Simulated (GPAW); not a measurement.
Crystal: Si.

```
Si
1.0
     2.62054    0.00000    0.00000
    -1.31027    2.26946    0.00000
     0.00000    0.00000    2.46635
Si
1
Direct
  0.00000 0.00000 0.00000
```

This isn't the form of Si at room conditions, which is diamond.

Base run:

* Program: GPAW 26.7.0
* Functional: LDA
* Potentials or basis: the program's PAW data sets (release 1.2.1) made for this functional
* Cutoff: 600 eV
* Basis: pw
* k mesh: 12 × 12 × 11
* Occupations: fermi-dirac, width 0.05 eV
* Spin: no spin polarisation

Its results: pressure -0.5 GPa.

**Question.** The run is repeated on the same cell with these changes: functional from LDA to RPBE; cutoff from 600 eV to 450 eV; k mesh from 12 × 12 × 11 to 9 × 9 × 9. What comes out?

**Answer.** Pressure 5.6 GPa.

Several settings changed at once, so the effect can't be laid on one alone.

Caveats: the cutoff is short for stress and forces, so pressures can be off by a GPa or more (some runs).
